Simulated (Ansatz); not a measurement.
**Si: a two-dimensional strain map**

Aim: for Si, map the energy over biaxial and axial strain.

Method: DFT PBE+D3(BJ), scalar-relativistic, plane waves, PAW, in Ansatz 0.2.0.

## 1. The starting structure

Symmetry: Fm-3m, No. 225, cubic system. Conventional cell: a = 3.822 Å, b = 3.822 Å, c = 3.822 Å, α = 90.00°, β = 90.00°, γ = 90.00°. Si (site symmetry m-3m) is surrounded by 12 Si at 2.70 Å.

Structure file:

```
CELL_PARAMETERS angstrom
0.00000 1.91083 1.91083
1.91083 0.00000 1.91083
1.91083 1.91083 0.00000
ATOMIC_POSITIONS crystal
Si 0.00000 0.00000 0.00000
```

It goes back to an entry of the Materials Project, which need not be the stable form.

No relaxation comes first: the listed cell is the starting point.

## 2. The undisturbed cell

input.yaml reads:

```yaml
crystal:
  lattice:
    - [0.0, 1.9108305409, 1.9108305409]
    - [1.9108305409, 0.0, 1.9108305409]
    - [1.9108305409, 1.9108305409, 0.0]
  atoms:
    - { symbol: Si, position: [0.0, 0.0, 0.0] }
basis:
  ecutwfc: 420
kpoints:
  mp_grid: { grid: [22, 22, 22] }
hamiltonian:
  xc: pbe
  dispersion: d3bj
scf:
  occupations: { method: gaussian, width: 0.15 }
output:
  forces: true
  stress: true
  eigenvalues: true
```

The session goes on with these runs: p = -0.050, q = -0.050; At p = -0.050, q = 0.000; point p = -0.050, q = 0.050; point p = 0.000, q = -0.050; p = 0.000, q = 0.050; At p = 0.050, q = -0.050; p = 0.050, q = 0.000; At p = 0.050, q = 0.050; p = -0.050, q = -0.025; At p = -0.050, q = 0.025; At p = -0.025, q = -0.050; p = -0.025, q = 0.000; point p = -0.025, q = 0.050; point p = 0.000, q = -0.025.

Before running it: what results should come out? Wanted: highest point; lowest point away from the origin.

As calculated:

```
                         quantity                                     value
                    highest point  99.4 meV/atom at (p, q) = (0.050, 0.050)
lowest point away from the origin          -3.4 meV/atom at (-0.025, 0.050)
```

Of the points run, the lowest is (-0.025, 0.050), 3.4 meV/atom below the undisturbed cell, which was taken as given and not relaxed at this level. At |p| = |q| = 0.050, points where p and q have the same sign cost 86.5 meV/atom on average, those of opposite sign 5.4: stretching in the plane is cheaper with a contraction along z.
